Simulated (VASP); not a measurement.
Computed with PBEsol GGA, VASP's PBE PAW potentials (set 64) (plane waves; VASP). Each cell was relaxed at this level, without spin-orbit coupling.

Question: Which of these comes out without a gap?
A) CsCl, Pm-3m (221)
B) CuCl, F-43m (216)
C) WSe2, P6_3/mmc (194)
D) NbC, Fm-3m (225)

Answer: D, NbC, Fm-3m (225). The others have gaps of 1.00 eV (WSe2, P6_3/mmc (194)), 5.21 eV (CsCl, Pm-3m (221)), 0.56 eV (CuCl, F-43m (216)).
